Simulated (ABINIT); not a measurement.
The system is AgCl (Chlorargyrite).

```
CELL_PARAMETERS angstrom
0.00000 2.73500 2.73500
2.73500 0.00000 2.73500
2.73500 2.73500 0.00000
ATOMIC_POSITIONS crystal
Ag 0.00000 0.00000 0.00000
Cl 0.50000 0.50000 0.50000
```

Base run:

```yaml
Program: ABINIT 10.8.3 (patched build)
Functional: LDA
Potentials_or_basis: JTH PAW LDA v2.0
Cutoff: 680 eV
k_mesh: 8 × 8 × 8
Occupations: fermi-dirac, width 0.05 eV
Spin: no spin polarisation
```

Its results: band gap on the k mesh 0.61 eV, indirect (least direct gap 3.08 eV); pressure -3.8 GPa.

Q: The run is repeated on the same cell with these changes: functional from LDA to PBEsol; potentials or basis from JTH PAW LDA v2.0 to PseudoDojo NC SR PBEsol v0.4.1 standard; cutoff from 680 eV to 1116 eV; valence electrons from 18 to 26. What comes out?

A: Band gap on the k mesh 0.73 eV, indirect (least direct gap 3.18 eV); pressure -0.7 GPa.
